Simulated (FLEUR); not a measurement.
Cu: band structure with LDA exchange alone (X-alpha)

The system is Cu.

```
Cu
1.0
     0.00000    1.80750    1.80750
     1.80750    0.00000    1.80750
     1.80750    1.80750    0.00000
Cu
1
Cartesian
  0.0000 0.0000 0.0000
```

```
Program                  : FLEUR MaX-R8.1 (later development tree)
Task                     : band structure
Functional               : LDA exchange alone (X-alpha)
Potentials or basis      : all-electron
Basis                    : FLAPW
Kmax                     : 4.38 1/bohr
k mesh                   : 13 × 13 × 13
Occupations              : fermi-dirac, width 0.05 eV
Spin                     : no spin polarisation
Gmax                     : 13.6 1/bohr
Muffin-tin radii         : Cu 2.24 bohr
lmax                     : Cu 9
Local orbitals a species : Cu 5
Max iterations           : 60
Mixing factor            : 0.05
Mixer                    : Anderson
Mixer history            : 15
Density convergence      : 1e-05 me/bohr^3
```

```
Band gap along the path                               : none (metal or under the smearing width)
Valence electrons inside the program's atomic spheres : Cu 17.92 (radii Cu 2.24 bohr)
```

Levels at the corners of the path, in eV from the Fermi level:
| point | band 7 | band 8 | band 9 | band 10 | band 11 | band 12 |
| --- | --- | --- | --- | --- | --- | --- |
| Γ | -3.14 | -3.14 | -2.28 | -2.28 | 22.43 | 24.87 |
| X | -1.71 | -1.56 | -1.56 | 1.18 | 6.89 | 12.71 |
| W | -3.68 | -2.33 | -1.56 | 5.94 | 5.94 | 8.14 |
| K | -2.90 | -2.15 | -1.76 | 4.08 | 5.48 | 7.56 |
| Γ | -3.14 | -3.14 | -2.28 | -2.28 | 22.43 | 24.87 |
| L | -3.17 | -1.70 | -1.70 | -1.29 | 3.53 | 20.92 |
| U | -2.90 | -2.15 | -1.76 | 4.08 | 5.48 | 7.56 |
| W | -3.68 | -2.33 | -1.56 | 5.94 | 5.94 | 8.14 |
| L | -3.17 | -1.70 | -1.70 | -1.29 | 3.53 | 20.92 |
| K | -2.90 | -2.15 | -1.76 | 4.08 | 5.48 | 7.56 |
| U | -2.90 | -2.15 | -1.76 | 4.08 | 5.48 | 7.56 |
| X | -1.71 | -1.56 | -1.56 | 1.18 | 6.89 | 12.71 |

Core levels (eV from the Fermi level):
```
atom                                                    levels
1 Cu  1s1/2 -8828.0, 2s1/2 -1057.9, 2p1/2 -927.6, 2p3/2 -907.1
```

It took 12 s on 1 thread of Intel(R) Xeon(R) Platinum 8488C (Sapphire Rapids) (shared host), peak memory 0.04 GiB.
